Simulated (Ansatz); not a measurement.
# Li: how the settings move a single-point run

Question: which choices in the input matter for Li?

Method: reference: DFT, r2SCAN, PAW with Ansatz's default frozen-core files, scalar-relativistic, in Ansatz 0.2.0.

**1. The starting structure**

It takes space group Im-3m (No. 229, cubic). Conventional cell: a = 3.453 Å, b = 3.453 Å, c = 3.453 Å, α = 90.00°, β = 90.00°, γ = 90.00°. Li (site symmetry m-3m) is surrounded by 8 Li at 2.99 Å.

As a file:

```xyz
1
Lattice="-1.7263 1.7263 1.7263 1.7263 -1.7263 1.7263 1.7263 1.7263 -1.7263" Properties=species:S:1:pos:R:3 pbc="T T T"
Li    0.0000    0.0000    0.0000
```

**2. Baseline**

File input.yaml:

```yaml
crystal:
  lattice:
    - [-1.726348452, 1.726348452, 1.726348452]
    - [1.726348452, -1.726348452, 1.726348452]
    - [1.726348452, 1.726348452, -1.726348452]
  atoms:
    - { symbol: Li, position: [0.0, 0.0, 0.0] }
kpoints:
  mp_grid: { grid: [13, 13, 13] }
scf:
  occupations: { method: fermi_dirac, width: 0.05 }
hamiltonian:
  xc: r2scan
  pseudopotentials: { kind: paw }
output:
  forces: true
  stress: true
  eigenvalues: true
  efg: { contact_densities: true }
```

Run with:

```console
ansatz run input.yaml --threads 1 --pin off --max-ram 2048MiB --backend cpu --events-out ev --progress --plain --runs-dir out
```

**3. Changed: symmetry.detect false, mp_grid.grid [10, 10, 10], occupations.method tetrahedron_uncorrected, width left out**

Changes to input.yaml since step 2:

```diff
@@ -7,6 +7,7 @@
     - { symbol: Li, position: [0.0, 0.0, 0.0] }
+  symmetry: { detect: false }
 kpoints:
-  mp_grid: { grid: [13, 13, 13] }
+  mp_grid: { grid: [10, 10, 10] }
 scf:
-  occupations: { method: fermi_dirac, width: 0.05 }
+  occupations: { method: tetrahedron_uncorrected }
 hamiltonian:
```

**Question.** What will these runs give? Wanted: for each run, ending; energy change; pressure; gap; force.

The runs gave:

```tsv
run	ending	energy change	pressure (GPa)	gap (eV)	force (eV/Å)	cycles	time
reference	converged	0	0.3	0.00	0.00	6	2.1 s
1: symmetry.detect false, mp_grid.grid [10, 10, 10], occupations.method tetrahedron_uncorrected, width left out	converged	+61.1 meV/atom (σ→0)	0.4	0.00	0.00	6	10 s
```

Residual by cycle in the longest SCF loop of each run; runs are numbered as in the table. The quantity is the density residual dr2, in eV.

```tsv
cycle	reference	run 1
1	3.0e-4	2.8e-4
2	7.6e-5	7.0e-5
3	2.7e-7	2.6e-7
4	8.7e-9	8.9e-9
5	2.0e-10	2.6e-10
6	6.9e-12	9.4e-12
```

Changing the use of symmetry, k-point mesh and smearing moves the energy by +61.1 meV/atom (σ→0 values). More than one kind of setting changed, and this run alone doesn't tell their shares apart. Cost: 10 s against 2.1 s.
